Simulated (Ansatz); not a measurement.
# SnO: the cost of one run

Method: DFT PBE+D3(BJ), scalar-relativistic, plane waves, PAW, in Ansatz 0.2.0.

4 further runs of the same task are left out: 4 set aside as unsound or not needed. Runs told in other sessions of the task aren't counted.

## Step 1: Starting point

Symmetry: P4/nmm, No. 129, tetragonal system. The conventional cell has a = 3.837 Å, b = 3.837 Å, c = 4.762 Å, α = 90.00°, β = 90.00°, γ = 90.00°. Sn (site symmetry 4mm) is surrounded by 4 O at 2.24 Å. O (site symmetry -4m2) has 4 Sn at 2.24 Å in its first shell of neighbours.

Structure file:

```cif
data_structure
_symmetry_space_group_name_H-M 'P4/nmm:1'
_symmetry_Int_Tables_number 129
_cell_length_a 3.8371
_cell_length_b 3.8371
_cell_length_c 4.7621
_cell_angle_alpha 90.000
_cell_angle_beta 90.000
_cell_angle_gamma 90.000
_cell_volume 70.11
loop_
_atom_site_label
_atom_site_type_symbol
_atom_site_symmetry_multiplicity
_atom_site_Wyckoff_symbol
_atom_site_fract_x
_atom_site_fract_y
_atom_site_fract_z
_atom_site_occupancy
Sn1 Sn 2 c 0.00000 0.50000 0.24324 1
O1 O 2 a 0.00000 0.00000 0.00000 1
```

It is built from the cell relaxed beforehand with the same method (17.53 Å³/atom).

## Step 2: The reference cell

The cell is repeated 2 times, 8 atoms in all. Reference values: F = -26368.6203 eV; pressure -0.01 GPa; largest force 0.006 eV/Å; gap on the mesh none (metal). It was computed beforehand with the settings of the runs below.

## Step 3: Setting up a stacking-fault curve

The cut lies on the cell's a–b face, a (0 0 1) plane of area 14.72 Å², between layers 1.16 Å apart (Sn below, O above); the cell is 9.5 Å thick. The cut runs through bonds; the cell's widest gap between layers lies elsewhere, and sliding there would cost far less. Vector c is tilted by f times 1·a − 1·b (length 5.426 Å) with the atoms' Cartesian places fixed: one unrelaxed fault per cell.

## Step 4: f = 0.167

The input, input.yaml:

```yaml
crystal:
  lattice:
    - [-3.837096291, 0.0, 0.0]
    - [0.0, -3.837096291, 0.0]
    - [-0.6396439517, 0.6396439517, 9.5242595951]
  atoms:
    - { symbol: Sn, position: [0.8862404071, 0.6137595929, 0.6824210734] }
    - { symbol: Sn, position: [0.9695904071, 0.5304095929, 0.1824210734] }
    - { symbol: Sn, position: [0.3434388729, 1.1565611271, 0.9391789266] }
    - { symbol: Sn, position: [0.4267888729, 1.0732111271, 0.4391789266] }
    - { symbol: O, position: [-0.09348536, 0.09348536, 0.5608] }
    - { symbol: O, position: [-0.01013536, 0.01013536, 0.0608] }
    - { symbol: O, position: [0.40651464, 0.59348536, 0.5608] }
    - { symbol: O, position: [0.48986464, 0.51013536, 0.0608] }
basis:
  ecutwfc: 420
kpoints:
  mp_grid: { grid: [12, 12, 5] }
hamiltonian:
  xc: pbe
  dispersion: d3bj
scf:
  occupations: { method: gaussian, width: 0.15 }
output:
  forces: true
  stress: true
  eigenvalues: true
```

Run with:

```console
$ ansatz run input.yaml --threads 2 --pin off --max-ram 5120MiB --backend cpu --events-out ev --progress --plain --runs-dir out
```

**Question.** How long does this run take on 2 threads of Arm Neoverse V2, shared host, and how much memory does it need?

About 52 s, with a peak of 1 GiB.
